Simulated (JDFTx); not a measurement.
# Ti (P6_3/mmc) in JDFTx: further runs

One crystal, Ti, is run at these levels: r2SCAN; tasks: equation of state.

Program: JDFTx 1.7.0 (patched build). These are calculated values, not measurements. Logs are shortened: lines on timing, memory, paths and dates and some standing lists are left out, and cuts for length are marked. The log counts tension as positive stress, the text compression.

## 1. The structure

Symmetry: P6_3/mmc, No. 194, hexagonal system. The conventional cell has a = 2.950 Å, b = 2.950 Å, c = 4.680 Å, α = 90.00°, β = 90.00°, γ = 120.00°. Ti (site symmetry -6m2) has 12 Ti at 2.89 to 2.95 Å as nearest neighbours.

## 2. Equation of state, r2SCAN, 16.58 Å³/atom (volume scaled by 0.94)

Ti.in

```
lattice Hexagonal 5.4608909098 8.6633794773
coords-type Lattice
ion Ti     0.6666666667     0.3333333333     0.7500000000 1
ion Ti     0.3333333333     0.6666666667     0.2500000000 1

ion-species pseudo/Ti.upf
elec-cutoff 40 320
elec-ex-corr mgga-x-r2scan mgga-c-r2scan
kpoint-folding 6 6 4
elec-smearing Fermi 0.0018374661
elec-n-bands 18
electronic-SCF nIterations 100 energyDiffThreshold 1e-09
electronic-minimize nIterations 30 energyDiffThreshold 1e-7
forces-output-coords Cartesian

dump-name run.$VAR
dump End Ecomponents EigStats BandEigs Kpoints Forces Stress
```

Potentials or basis: SG15-PBE-1.2 with smoothed tails.

Run with:

```console
$ jdftx -c 1 -i Ti.in -o Ti.out
```

Output:

```text
*************** JDFTx 1.7.0 (patched build) ***************

Input parsed successfully to the following command list (including defaults):
[... the input with its defaults ...]

---------- Setting up symmetries ----------

Found 24 point-group symmetries of the bravais lattice
Found 24 space-group symmetries with basis
Applied RMS atom displacement 3.15285e-10 bohrs to make symmetries exact.

---------- Initializing the Grid ----------
R =
[      5.46089     -2.73045            0  ]
[            0      4.72927            0  ]
[            0            0      8.66338  ]
unit cell volume = 223.741
G =
[    1.15058   0.664287         -0  ]
[          0    1.32857          0  ]
[          0         -0   0.725258  ]
Minimum fftbox size, Smin = [  44  44  72  ]
Chosen fftbox size, S = [  48  48  72  ]

---------- Initializing tighter grid for wavefunction operations ----------
R =
[      5.46089     -2.73045            0  ]
[            0      4.72927            0  ]
[            0            0      8.66338  ]
unit cell volume = 223.741
G =
[    1.15058   0.664287         -0  ]
[          0    1.32857          0  ]
[          0         -0   0.725258  ]
Minimum fftbox size, Smin = [  32  32  52  ]
Chosen fftbox size, S = [  32  32  54  ]

---------- Exchange Correlation functional ----------
Initialized LibXC exchange functional 'Re-regularized SCAN exchange by Furness et al'
Initialized LibXC correlation functional 'Re-regularized SCAN correlation by Furness et al'

---------- Setting up pseudopotentials ----------
Width of ionic core gaussian charges (only for fluid interactions / plotting) set to 0

Reading pseudopotential file 'pseudo/Ti.upf':
  'Ti' pseudopotential, 'PBE' functional
  Generated using ONCVPSP code by D. R. Hamann
  12 valence electrons, 0 orbitals, 6 projectors, 602 radial grid points, with lMax = 2
  Core radius for overlap checks: 2.07 bohrs.

Initialized 1 species with 2 total atoms.

Folded 1 k-points by 6x6x4 to 144 k-points.

---------- Setting up k-points, bands, fillings ----------
Reduced to 21 k-points under symmetry.
Computing the number of bands and number of electrons
Calculating initial fillings.
nElectrons:  24.000000   nBands: 18   nStates: 21

----- Setting up reduced wavefunction bases (one per k-point) -----
average nbasis = 2702.646 , ideal nbasis = 2703.516

---------- Setting up ewald sum ----------
Optimum gaussian width for ewald sums = 2.157678 bohr.
Real space sum over 1521 unit cells with max indices [  6  6  4  ]
Reciprocal space sum over 2057 terms with max indices [  5  5  8  ]

---------- Allocating electronic variables ----------
Initializing wave functions:  (No orbitals for LCAO)  bandwidth-limited random numbers

Setting the auxilliary hamiltonian equal to the subspace hamiltonian.

-------- Electronic minimization -----------
Will mix electronic and kinetic density at each iteration.
	FillingsUpdate:  mu: +1.125084136  nElectrons: 24.000000
	FillingsUpdate:  mu: -0.378226754  nElectrons: 24.000000
SCF: Cycle:  0   F: -110.544533915771396   dF: -3.522e+01   |Residual|: 9.882e+00   |deigs|: 2.056e+00
	FillingsUpdate:  mu: -0.280661457  nElectrons: 24.000000
SCF: Cycle:  1   F: -109.931312401448452   dF: +6.132e-01   |Residual|: 1.099e+01   |deigs|: 5.321e-01
	FillingsUpdate:  mu: -1.130123486  nElectrons: 24.000000
SCF: Cycle:  2   F: -105.820218987845735   dF: +4.111e+00   |Residual|: 2.009e+01   |deigs|: 8.568e-01
	FillingsUpdate:  mu: +0.778385240  nElectrons: 24.000000
SCF: Cycle:  3   F: -114.533780621129694   dF: -8.714e+00   |Residual|: 4.947e+00   |deigs|: 2.224e+00
	FillingsUpdate:  mu: +0.615270415  nElectrons: 24.000000
SCF: Cycle:  4   F: -115.096790320758060   dF: -5.630e-01   |Residual|: 3.285e+00   |deigs|: 2.050e-01
	FillingsUpdate:  mu: +0.496010477  nElectrons: 24.000000
SCF: Cycle:  5   F: -115.371352166002254   dF: -2.746e-01   |Residual|: 4.913e-01   |deigs|: 2.373e-01
	FillingsUpdate:  mu: +0.513372806  nElectrons: 24.000000
SCF: Cycle:  6   F: -115.386845629328164   dF: -1.549e-02   |Residual|: 5.286e-01   |deigs|: 2.997e-02
	FillingsUpdate:  mu: +0.503876283  nElectrons: 24.000000
SCF: Cycle:  7   F: -115.371612721696167   dF: +1.523e-02   |Residual|: 7.385e-01   |deigs|: 1.657e-02
	FillingsUpdate:  mu: +0.536797604  nElectrons: 24.000000
SCF: Cycle:  8   F: -115.397000188484199   dF: -2.539e-02   |Residual|: 6.624e-02   |deigs|: 5.591e-02
	FillingsUpdate:  mu: +0.534746853  nElectrons: 24.000000
SCF: Cycle:  9   F: -115.397452503519432   dF: -4.523e-04   |Residual|: 5.435e-02   |deigs|: 3.663e-03
	FillingsUpdate:  mu: +0.534586681  nElectrons: 24.000000
SCF: Cycle: 10   F: -115.397516780435922   dF: -6.428e-05   |Residual|: 5.653e-02   |deigs|: 4.813e-04
	FillingsUpdate:  mu: +0.523348244  nElectrons: 24.000000
SCF: Cycle: 11   F: -115.394977698421940   dF: +2.539e-03   |Residual|: 2.906e-01   |deigs|: 2.016e-02
	FillingsUpdate:  mu: +0.526591507  nElectrons: 24.000000
SCF: Cycle: 12   F: -115.396219302931343   dF: -1.242e-03   |Residual|: 2.106e-01   |deigs|: 5.861e-03
	FillingsUpdate:  mu: +0.529817268  nElectrons: 24.000000
SCF: Cycle: 13   F: -115.397507161178169   dF: -1.288e-03   |Residual|: 9.507e-02   |deigs|: 6.011e-03
	FillingsUpdate:  mu: +0.530334714  nElectrons: 24.000000
[... 27 lines left out ...]
	FillingsUpdate:  mu: +0.531758246  nElectrons: 24.000000
SCF: Cycle: 28   F: -115.397825799059717   dF: -5.980e-08   |Residual|: 3.677e-05   |deigs|: 5.027e-05
	FillingsUpdate:  mu: +0.531756243  nElectrons: 24.000000
SCF: Cycle: 29   F: -115.397825836389046   dF: -3.733e-08   |Residual|: 1.625e-05   |deigs|: 4.854e-05
	FillingsUpdate:  mu: +0.531756698  nElectrons: 24.000000
SCF: Cycle: 30   F: -115.397825860455455   dF: -2.407e-08   |Residual|: 3.782e-06   |deigs|: 4.277e-05
	FillingsUpdate:  mu: +0.531756455  nElectrons: 24.000000
SCF: Cycle: 31   F: -115.397825876533318   dF: -1.608e-08   |Residual|: 3.208e-06   |deigs|: 4.673e-05
	FillingsUpdate:  mu: +0.531756449  nElectrons: 24.000000
SCF: Cycle: 32   F: -115.397825886214761   dF: -9.681e-09   |Residual|: 8.072e-06   |deigs|: 4.731e-05
	FillingsUpdate:  mu: +0.531756213  nElectrons: 24.000000
SCF: Cycle: 33   F: -115.397825892499114   dF: -6.284e-09   |Residual|: 4.653e-06   |deigs|: 4.336e-05
	FillingsUpdate:  mu: +0.531755836  nElectrons: 24.000000
SCF: Cycle: 34   F: -115.397825896519095   dF: -4.020e-09   |Residual|: 2.728e-06   |deigs|: 2.314e-05
	FillingsUpdate:  mu: +0.531756000  nElectrons: 24.000000
SCF: Cycle: 35   F: -115.397825899632991   dF: -3.114e-09   |Residual|: 2.176e-06   |deigs|: 2.053e-05
	FillingsUpdate:  mu: +0.531755910  nElectrons: 24.000000
SCF: Cycle: 36   F: -115.397825901550945   dF: -1.918e-09   |Residual|: 1.682e-06   |deigs|: 1.981e-05
	FillingsUpdate:  mu: +0.531755841  nElectrons: 24.000000
SCF: Cycle: 37   F: -115.397825902675422   dF: -1.124e-09   |Residual|: 9.796e-07   |deigs|: 4.551e-05
	FillingsUpdate:  mu: +0.531755801  nElectrons: 24.000000
SCF: Cycle: 38   F: -115.397825903406741   dF: -7.313e-10   |Residual|: 1.242e-06   |deigs|: 3.942e-05
	FillingsUpdate:  mu: +0.531755738  nElectrons: 24.000000
SCF: Cycle: 39   F: -115.397825903897967   dF: -4.912e-10   |Residual|: 1.446e-06   |deigs|: 1.640e-05
SCF: Converged (|Delta E|<1.000000e-09 for 2 iters).

Setting wave functions to eigenvectors of Hamiltonian

# Stress tensor in Cartesian coordinates [Eh/a0^3]:
[ -0.000191365            0            0  ]
[            0 -0.000191365            0  ]
[            0            0 -0.000222399  ]

# Ionic positions in lattice coordinates:
ion Ti   0.666666666666667   0.333333333333333   0.750000000000000 1
ion Ti   0.333333333333333   0.666666666666667   0.250000000000000 1

# Forces in Cartesian coordinates:
force Ti  -0.000000000000000  -0.000000000000000  -0.000000000000000 1
force Ti   0.000000000000000   0.000000000000000  -0.000000000000000 1

# Energy components:
   Eewald =      -86.3028152848154519
       EH =       22.4667343496746525
     Eloc =      -69.9179072565289346
      Enl =      -10.9228005343339323
      Exc =      -14.3310704204619608
       KE =       43.6109190176647701
-------------------------------------
     Etot =     -115.3969401288008783
       TS =        0.0008857750970920
-------------------------------------
        F =     -115.3978259038979672

IonicMinimize: Iter:   0  F: -115.397825903897967  |grad|_K:  2.449e-37
IonicMinimize: Converged (|grad|_K<1.000000e-04).

Dumping 'run.eigStats' ...
	eMin: -1.662365 at state 0 ( [ +0.000000 +0.000000 +0.000000 ] spin 0 )
	HOMO: +0.530134 at state 19 ( [ +0.333333 +0.333333 +0.250000 ] spin 0 )
	mu  : +0.531756
	LUMO: +0.532206 at state 2 ( [ +0.000000 +0.000000 +0.500000 ] spin 0 )
	eMax: +0.687288 at state 11 ( [ +0.000000 +0.500000 +0.500000 ] spin 0 )
	HOMO-LUMO gap: +0.002072
	Optical gap  : +0.026534 at state 1 ( [ +0.000000 +0.000000 +0.250000 ] spin 0 )
Done!
```

It took 2.4 min on 1 thread of Intel Xeon Platinum 8488C (Sapphire Rapids), shared host; peak memory 0.15 GiB.

What came out:

| Quantity | Value |
| --- | --- |
| Free energy | -3140.1348 eV |
| Pressure | 5.9 GPa |
| Band gap on the k mesh | none (metal or under the smearing width) |

Caveat: the k mesh is coarse (spacing up to 0.42 Å⁻¹), so the values aren't converged; the potentials were made for another functional, which shifts forces and pressure.

## 3. Equation of state, r2SCAN, 16.93 Å³/atom (volume scaled by 0.96)

Ti.in, as its differences from that of step 2:

```diff
@@ -1,2 +1,2 @@
-lattice Hexagonal 5.4608909098 8.6633794773
+lattice Hexagonal 5.4993491551 8.7243912020
 coords-type Lattice
```

Potentials or basis: SG15-PBE-1.2 with smoothed tails.

Run with:

```console
$ jdftx -c 1 -i Ti.in -o Ti.out
```

Wall time 2.4 min (1 thread of Intel Xeon Platinum 8488C (Sapphire Rapids), shared host); peak memory 0.15 GiB.

The run converged. Its results:

- Free energy: -3140.1548 eV
- Pressure: 3.1 GPa
- Band gap on the k mesh: none (metal or under the smearing width)

Caveat: the k mesh is coarse (spacing up to 0.42 Å⁻¹), so the values aren't converged; the potentials were made for another functional, which shifts forces and pressure.

## 4. Equation of state, r2SCAN, 17.28 Å³/atom (volume scaled by 0.98)

Ti.in, as its differences from that of step 3:

```diff
@@ -1,2 +1,2 @@
-lattice Hexagonal 5.4993491551 8.7243912020
+lattice Hexagonal 5.5372768995 8.7845613186
 coords-type Lattice
```

Run with:

```console
$ jdftx -c 1 -i Ti.in -o Ti.out
```

Wall time 2.5 min (1 thread of Intel Xeon Platinum 8488C (Sapphire Rapids), shared host); peak memory 0.14 GiB.

It converged, with:

```
Free energy            : -3140.1630 eV
Pressure               : 0.6 GPa
Band gap on the k mesh : none (metal or under the smearing width)
```

Caveat: the k mesh is coarse (spacing up to 0.41 Å⁻¹), so the values aren't converged; the potentials were made for another functional, which shifts forces and pressure.

## 5. Equation of state, r2SCAN, 17.64 Å³/atom

Ti.in, as its differences from that of step 4:

```diff
@@ -1,2 +1,2 @@
-lattice Hexagonal 5.5372768995 8.7845613186
+lattice Hexagonal 5.5746920676 8.8439182632
 coords-type Lattice
```

Run with:

```console
$ jdftx -c 1 -i Ti.in -o Ti.out
```

Run time: 2.7 min. Hardware: 1 thread of Intel Xeon Platinum 8488C (Sapphire Rapids), shared host; peak memory 0.15 GiB.

Results (log left out):

```yaml
Free_energy: -3140.1602 eV
Pressure: -1.8 GPa
Band_gap_on_the_k_mesh: none (metal or under the smearing width)
```

Caveat: the k mesh is coarse (spacing up to 0.41 Å⁻¹), so the values aren't converged; the potentials were made for another functional, which shifts forces and pressure.

## 6. Equation of state, r2SCAN, 17.99 Å³/atom (volume scaled by 1.02)

Ti.in, as its differences from that of step 5:

```diff
@@ -1,2 +1,2 @@
-lattice Hexagonal 5.5746920676 8.8439182632
+lattice Hexagonal 5.6116116341 8.9024889652
 coords-type Lattice
```

Potentials or basis: SG15-PBE-1.2 with smoothed tails.

Run with:

```console
$ jdftx -c 1 -i Ti.in -o Ti.out
```

Run time: 2.5 min. Hardware: 1 thread of Intel Xeon Platinum 8488C (Sapphire Rapids), shared host; peak memory 0.15 GiB.

Results (log left out):

```
Free energy            : -3140.1475 eV
Pressure               : -4.0 GPa
Band gap on the k mesh : none (metal or under the smearing width)
```

Caveat: the k mesh is coarse (spacing up to 0.41 Å⁻¹), so the values aren't converged; the potentials were made for another functional, which shifts forces and pressure.

## 7. Equation of state, r2SCAN, 18.34 Å³/atom (volume scaled by 1.04)

Ti.in, as its differences from that of step 6:

```diff
@@ -1,2 +1,2 @@
-lattice Hexagonal 5.6116116341 8.9024889652
+lattice Hexagonal 5.6480516918 8.9602989551
 coords-type Lattice
```

Run with:

```console
$ jdftx -c 1 -i Ti.in -o Ti.out
```

Wall time 4.4 min (1 thread of Intel Xeon Platinum 8488C (Sapphire Rapids), shared host); peak memory 0.17 GiB.

The run converged. Its results:

```
Free energy            : -3140.1257 eV
Pressure               : -6.0 GPa
Band gap on the k mesh : none (metal or under the smearing width)
```

Caveat: the k mesh is coarse (spacing up to 0.40 Å⁻¹), so the values aren't converged; the potentials were made for another functional, which shifts forces and pressure.

## 8. Equation of state, r2SCAN, 18.69 Å³/atom (volume scaled by 1.06)

Ti.in, as its differences from that of step 7:

```diff
@@ -1,2 +1,2 @@
-lattice Hexagonal 5.6480516918 8.9602989551
+lattice Hexagonal 5.6840275131 9.0173724616
 coords-type Lattice
```

Run with:

```console
$ jdftx -c 1 -i Ti.in -o Ti.out
```

Run time: 4.4 min. Hardware: 1 thread of Intel Xeon Platinum 8488C (Sapphire Rapids), shared host; peak memory 0.16 GiB.

Results (log left out):

| Item | Value |
| --- | --- |
| Free energy | -3140.0955 eV |
| Pressure | -7.8 GPa |
| Band gap on the k mesh | none (metal or under the smearing width) |

Caveat: the k mesh is coarse (spacing up to 0.40 Å⁻¹), so the values aren't converged; the potentials were made for another functional, which shifts forces and pressure.

## 9. Equation of state, r2SCAN

Potentials or basis: SG15-PBE-1.2 with smoothed tails.

No new run: the results of the series are fitted here.

Results:

| Quantity | Value |
| --- | --- |
| Equilibrium volume | 17.37 Å³/atom |
| Bulk modulus at fixed shape and positions | 119 GPa |
| Pressure derivative of the bulk modulus | 3.3 |

Energy against volume, from the lowest point:
```tsv
volume (Å³/atom)	energy (meV/atom)
16.577	14.08
16.930	4.07
17.283	0.00
17.636	1.37
17.988	7.73
18.341	18.63
18.694	33.74
```

Caveat: the k mesh is coarse (spacing up to 0.41 Å⁻¹), so the values aren't converged; the cell was scaled at fixed shape and fractional positions, which overstates the stiffness of a crystal with free parameters, most of all of layers and chains; the potentials were made for another functional, which shifts forces and pressure.
